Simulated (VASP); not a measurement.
ZnSe in VASP 6.6.1, single-point calculation

INCAR

```
NSW = 0
LASPH = .TRUE.
ISIF = 2
LCHARG = .FALSE.
NBANDS = 16
NELM = 120
IBRION = -1
ENCUT = 520
LWAVE = .FALSE.
PREC = Accurate
GGA = PS
ISMEAR = -1
SIGMA = 0.02
EDIFF = 1E-7
LREAL = .FALSE.
```

KPOINTS

```
KPOINTS created by Atomic Simulation Environment
0
Gamma
8 8 8
0 0 0
```

POSCAR

```
Zn Se
 1.0000000000000000
     0.0000000000000000    2.9173933049000000    2.7298907214999999
     2.9173933049000000    0.0000000000000000    2.7298907214999999
     2.9173933049000000    2.9173933049000000    0.0000000000000000
 Zn  Se
   1   1
Cartesian
  0.0000000000000000  0.0000000000000000  0.0000000000000000
  1.4586966524500000  1.4586966524500000  1.3649453607499997
```

The recommended PBE PAW datasets give the neutral cell 18 valence electrons.

Command

```
mpirun -np 1 vasp_std
```

**Question.** Predict the outcome of this run.

**Answer.** It converged. Results: gap between bands v and c on the k mesh 0.93 eV; least direct gap on the k mesh 0.93 eV; pressure -2.2 GPa. Band v is the last that the valence electrons fill when counted band by band, and c is the next.

OSZICAR

```
N       E                     dE             d eps       ncg     rms          rms(c)
DAV:   1     0.863388121506E+02    0.86339E+02   -0.87618E+03  1888   0.128E+03
DAV:   2    -0.160559577815E+01   -0.87944E+02   -0.82472E+02  2176   0.252E+02
DAV:   3    -0.701107283388E+01   -0.54055E+01   -0.53845E+01  2312   0.609E+01
DAV:   4    -0.705422296658E+01   -0.43150E-01   -0.43146E-01  2344   0.584E+00
DAV:   5    -0.705442943724E+01   -0.20647E-03   -0.20647E-03  2320   0.365E-01    0.447E+00
DAV:   6    -0.676983812837E+01    0.28459E+00   -0.62760E-01  2528   0.267E+01    0.350E+00
DAV:   7    -0.675098507740E+01    0.18853E-01   -0.15900E-01  2200   0.371E+00    0.153E+00
DAV:   8    -0.674839327272E+01    0.25918E-02   -0.38163E-03  2496   0.642E-01    0.414E-01
DAV:   9    -0.674819912761E+01    0.19415E-03   -0.82960E-04  2304   0.287E-01    0.650E-02
DAV:  10    -0.674825719259E+01   -0.58065E-04   -0.19282E-04  2416   0.164E-01    0.212E-02
DAV:  11    -0.674824619287E+01    0.11000E-04   -0.34098E-05  2672   0.830E-02    0.341E-03
DAV:  12    -0.674824661210E+01   -0.41922E-06   -0.52995E-06  2344   0.152E-02    0.200E-03
DAV:  13    -0.674824671372E+01   -0.10163E-06   -0.18288E-07  2400   0.361E-03    0.770E-04
DAV:  14    -0.674824671076E+01    0.29654E-08   -0.16859E-08  1680   0.994E-04
   1 F= -.67482467E+01 E0= -.67482467E+01  d E =-.136180E-11
```

For comparison, a separate PBE run of the intended cell, on usual settings and not on those above, gives a gap of 1.05 eV on its mesh and a pressure of 0.9 GPa.
